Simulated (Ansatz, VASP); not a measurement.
# Two plane-wave programs on GaN

```
Ga N
1.0
     3.24237    0.00000    0.00000
    -1.62118    2.80797    0.00000
     0.00000    0.00000    5.26732
Ga N
2 2
Direct
  0.66667 0.33333 0.50000
  0.33333 0.66667 0.00000
  0.66667 0.33333 0.87500
  0.33333 0.66667 0.37500
```

Change from the starting cell: volume scaled by 1.06.

Alike in both runs: task single point; functional PBEsol; k mesh 10 × 10 × 5; occupations fermi-dirac, width 0.05 eV; no spin polarisation.

|  | VASP | Ansatz |
| --- | --- | --- |
| version | VASP 6.6.1 | Ansatz 0.2.0 |
| potentials or method | VASP PAW PBE potentials, release 64 (Ga_d, N) | Ansatz PAW |
| plane-wave cutoff (eV) | 520 | 420 |
| valence electrons in the cell | 36 | 36 |

|  | VASP | Ansatz | Ansatz less VASP |
| --- | --- | --- | --- |
| gap on the k mesh at the Fermi level (eV) | 1.54 | 1.52 | -0.016 |
| least direct gap on the mesh (eV) | 1.54 | 1.52 | -0.016 |
| pressure (GPa) | -9.0 | -8.9 | +0.15 |
| largest component of the traceless stress (GPa) | 1.09 | 1.08 | -0.005 |
| rms of the force components (eV/Å) | 0.067 | 0.068 | +0.0009 |

Atom by atom the forces differ by 0.001 eV/Å (rms over components). With one functional, cell and mesh, what is left measures potentials, basis and numerics.

Caveats: the PAW data sets were made with another functional, which shifts forces and pressure a little (VASP); odd divisions of the mesh miss points on the zone boundary, where band edges often lie, so the gap on the mesh can be too wide (Ansatz); the pressure holds a Pulay correction of +0.5 GPa for the finite cutoff (Ansatz); the PAW data sets come from PBE, with cores solved anew for the run's functional, which leaves a small shift of forces and pressure (Ansatz).
